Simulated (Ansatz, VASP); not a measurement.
# NaCl in two plane-wave programs, part 2 of 2

Wanted: the spread between two codes on one cell, functional and k mesh.

VASP 6.6.1 and Ansatz 0.2.0.

So far. Step 4 (Differences): The walks stopped with 0.02 GPa left in Ansatz and -0.05 GPa in VASP; each walk ends within a tolerance, so the volume difference is uncertain by about these residues over the bulk modulus, most in soft cells.

The database entry behind the starting cell differs from later determinations by our own check (about 0.6 % short), so it need not match the best structure at ambient conditions.

## Step 5: Ansatz: relaxation of cell and atoms, PBE with D3(BJ)

Level of this step: Ansatz beside VASP: Kohn-Sham DFT, plane waves, PBE with D3(BJ) (Ansatz).

The relaxed volume is the usual yardstick between codes: its relative difference is about their pressure difference at one cell divided by the bulk modulus.

Input file input.yaml:

```yaml
crystal:
  lattice:
    - [0.0, 2.80175, 2.80175]
    - [2.80175, 0.0, 2.80175]
    - [2.80175, 2.80175, 0.0]
  atoms:
    - { symbol: Na, position: [0.0, 0.0, 0.0] }
    - { symbol: Cl, position: [0.5, 0.5, 0.5] }
hamiltonian:
  xc: pbe
  pseudopotentials: { kind: paw }
  dispersion: d3bj
kpoints:
  mp_grid: { grid: [7, 7, 7] }
scf:
  occupations: { method: fermi_dirac, width: 0.05 }
relax:
  f_tol: 0.01
  max_steps: 60
  cell: { stress_tol: 0.05 }
output:
  forces: true
  stress: true
```

On the command line:

```
> ansatz run input.yaml --threads 4 --pin off --max-ram 9216MiB --backend cpu --events-out ev --progress --plain --runs-dir out
```

Numbers of over 12 decimals in the logs are rounded to 6 here.

The log of the run:

```text
[...]
Crystal: 2 atoms, lattice volume = 43.986 Å³
Basis set: ecut = 420 eV, 869 PW (Γ), exchange–correlation on 54×54×54 points (8 copies of the dense FFT grid, shifted against one another)
Bands: 12, of which v1, the nominal top of the filled ones, is band 8 counted from 1 (7 counted from 0)
Symmetry: 48 space group operations
[...]
k-points: 20 of 343
[...]
0.003935      -0.000000      -0.000000
       -0.000000       0.003935      -0.000000
       -0.000000      -0.000000       0.003935
  P = ⅓ Tr σ = 0.0039 GPa (0.039 kbar)
--- Relaxed structure (3 steps of the walk, 3 accepted, 1 SCFs on fresh bases) ---
[...]
cell:  # Å, volume = 43.3868 Å³
    - [0, 2.788962, 2.788962]
    - [2.788962, 0, 2.788962]
    - [2.788962, 2.788962, 0]
  atoms:
    - { symbol: Na, position: [0, 0, 0] }
    - { symbol: Cl, position: [0.5, 0.5, 0.5] }
[key lines of the parts left out:]
SCF converged after 7 iterations
Free energy (F): -2569.985028 eV
Fermi energy:    4.044384 eV
```

The job ended after 1.3 s (4 threads of Arm Neoverse V2, shared host; peak memory 0.28 GiB; 2.9 s of CPU time).

## Step 6: VASP: relaxation of cell and atoms, PBE with D3(BJ)

The same cell, functional, mesh and smearing now go to VASP, with its own data sets and cutoff.

Input file INCAR:

```
SYSTEM = NaCl
PREC = Accurate
ENCUT = 520
EDIFF = 1E-06
NELM = 100
ISMEAR = -1
SIGMA = 0.05
LREAL = .FALSE.
ALGO = Normal
GGA = PE
IVDW = 12
NBANDS = 13
LORBIT = 11
LWAVE = .FALSE.
LCHARG = .FALSE.
KPAR = 2
IBRION = 2
NSW = 60
ISIF = 3
EDIFFG = -0.01
```

Input file POSCAR:

```
NaCl
1.0
    0.0000000000      2.8017500000      2.8017500000
    2.8017500000      0.0000000000      2.8017500000
    2.8017500000      2.8017500000      0.0000000000
Na Cl
1 1
Direct
    0.0000000000      0.0000000000      0.0000000000
    0.5000000000      0.5000000000      0.5000000000
```

Input file KPOINTS:

```
Automatic mesh
0
Gamma
7 7 7
0 0 0
```

PAW data sets: Na_pv and Cl (PBE family, release 64).

On the command line:

```
> mpirun -np 2 vasp_std
```

The log of the run:

```text
[banner, memory and clock lines left out]
running    2 mpi-ranks, on    1 nodes
[...]
LDA part: xc-table for (Slater+PW92), standard interpolation
 POSCAR, INCAR and KPOINTS ok, starting setup
[...]
entering main loop
       N       E                     dE             d eps       ncg     rms          rms(c)
DAV:   1     0.935559640832E+02    0.93556E+02   -0.72165E+03   528   0.107E+03
DAV:   2     0.852946231613E+00   -0.92703E+02   -0.84095E+02   571   0.268E+02
DAV:   3    -0.683064217999E+01   -0.76836E+01   -0.76453E+01   675   0.731E+01
DAV:   4    -0.696054323375E+01   -0.12990E+00   -0.12985E+00   585   0.103E+01
[...]
DAV:  10    -0.676907574502E+01   -0.11388E-03   -0.32426E-04   550   0.150E-01    0.620E-02
DAV:  11    -0.676906505112E+01    0.10694E-04   -0.21456E-05   660   0.437E-02    0.144E-02
DAV:  12    -0.676906515734E+01   -0.10622E-06   -0.26046E-06   550   0.156E-02
   1 F= -.72068546E+01 E0= -.72068546E+01  d E =-.720685E+01
[...]
DAV:   3    -0.676618532833E+01    0.77391E-03   -0.16799E-03   620   0.424E-01    0.934E-02
DAV:   4    -0.676611701687E+01    0.68311E-04   -0.50572E-05   744   0.765E-02    0.726E-03
DAV:   5    -0.676611545865E+01    0.15582E-05   -0.61627E-06   610   0.183E-02    0.490E-03
DAV:   6    -0.676611566204E+01   -0.20339E-06   -0.25699E-07   280   0.672E-03
   2 F= -.72074724E+01 E0= -.72074724E+01  d E =-.617840E-03
 trial-energy change:   -0.000618  1 .order   -0.000589   -0.000833   -0.000345
 step:   1.4656(harm=  1.7066)  dis= 0.00000  next Energy=    -7.207556 (dE=-0.701E-03)
[...]
N       E                     dE             d eps       ncg     rms          rms(c)
DAV:   1    -0.676570385496E+01    0.41160E-03   -0.24259E-02   610   0.211E+00    0.221E-01
DAV:   2    -0.676475263957E+01    0.95122E-03   -0.13993E-03   615   0.366E-01    0.892E-02
DAV:   3    -0.676458587987E+01    0.16676E-03   -0.36568E-04   620   0.198E-01    0.434E-02
DAV:   4    -0.676457464265E+01    0.11237E-04   -0.11066E-05   744   0.357E-02    0.340E-03
DAV:   5    -0.676457425167E+01    0.39098E-06   -0.12334E-06   345   0.853E-03
   3 F= -.72076054E+01 E0= -.72076054E+01  d E =-.750767E-03
[...]
reached required accuracy - stopping structural energy minimisation
```

Parts of OUTCAR (step 6):

```text
 Edisp (eV)   -0.44136

 Edisp (eV)   -0.44303

  Total      -0.01619    -0.01619    -0.01619     0.00000     0.00000    -0.00000
  in kB      -0.59658    -0.59658    -0.59658     0.00000     0.00000    -0.00000
  external pressure =       -0.60 kB  Pullay stress =        0.00 kB

 POSITION                                       TOTAL-FORCE (eV/Angst)
 -----------------------------------------------------------------------------------
      0.00000      0.00000      0.00000         0.000000      0.000000      0.000000
      2.79112      2.79112      2.79112        -0.000000     -0.000000     -0.000000
 -----------------------------------------------------------------------------------
    total drift:                               -0.000000      0.000000      0.000000

  FREE ENERGIE OF THE ION-ELECTRON SYSTEM (eV)
  ---------------------------------------------------
  free  energy   TOTEN  =        -7.2076053765 eV

  energy  without entropy=       -7.2076053765  energy(sigma->0) =       -7.20760538

[... 2 parts as in an earlier step ...]

[... 2 further parts left out ...]
[key lines of the parts left out:]
E-fermi :   0.4945
```

## Step 7: Side by side

What differs besides the data sets and the points named for the pairs above, as far as they apply: the cutoff is 420 eV in Ansatz and 520 eV in VASP; VASP leaves aspherical gradient terms in its spheres out (LASPH is not set), Ansatz keeps them. Total energies have different zeros and are not compared.

The two programs side by side:

```
                                         quantity  Ansatz   VASP  difference
                                      volume (Å³)   43.39  43.49     -0.23 %
edge a after relaxation, in the typed setting (Å)   3.944  3.947     -0.08 %
```

The walks stopped with 0.00 GPa left in Ansatz and -0.06 GPa in VASP; each walk ends within a tolerance, so the volume difference is uncertain by about these residues over the bulk modulus, most in soft cells.

## Step 8: What came out

| Item | Value |
| --- | --- |
| difference in volume (relaxation of cell and atoms, r2SCAN) | 0.39 % |
| difference in volume (relaxation of cell and atoms, PBE with D3(BJ)) | -0.23 % |

**Reading.** The difference in volume is 0.39 % (relaxation of cell and atoms, r2SCAN), within the 1.2 % picked in this series as the mark of a large difference, as far as the stopping tolerances let one tell. How closely two codes agree says nothing of how well the functional describes the real material.

[Lines on the potential files, build, host, timing and source positions are cut from VASP's logs without a mark.]

[Logs are printed without paths, hosts, clocks, repeated set-up lines and the standing remarks that a program may print on its own settings, such as how far it seeks lower states.]

[Hosts, paths, dates, database ids (printed as entryN), source tags and the programs' standing remarks are cut or masked in the printed files.]
